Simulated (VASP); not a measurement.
A run of VASP 6.6.1 is set up as follows.

INCAR

```
ALGO = Normal
EDIFF = 1E-7
ENCUT = 520
GGA = PE
ISIF = 2
ISMEAR = -1
LASPH = T
LCHARG = F
LEFG = T
LREAL = F
LWAVE = F
NELM = 80
PREC = Accurate
SIGMA = 0.05
```

KPOINTS

```
k-points
0
Gamma
  12 12 7
```

File POSCAR:

```
Mg
1.0
    3.2093000000      0.0000000000      0.0000000000
   -1.6046500000      2.7793353284      0.0000000000
    0.0000000000      0.0000000000      5.2103000000
Mg
2
Direct
    0.3333333333      0.6666666667      0.2500000000
    0.6666666667      0.3333333333      0.7500000000
```

Potentials or basis: VASP PAW PBE potentials, release 64 (Mg).

The run is started by

```sh
$ cat potpaw_PBE.64/Mg/POTCAR > POTCAR
$ mpirun -np 1 vasp_std > vasp.out
```

Question: What does it give for the band gap on the k mesh?

Answer: None (metal or under the smearing width).

Question: Estimate the pressure.

Answer: -0.6 GPa.

Stress tensor (GPa, compression positive):
```
-0.31  0.00  0.00
 0.00 -0.31  0.00
 0.00  0.00 -1.18
```
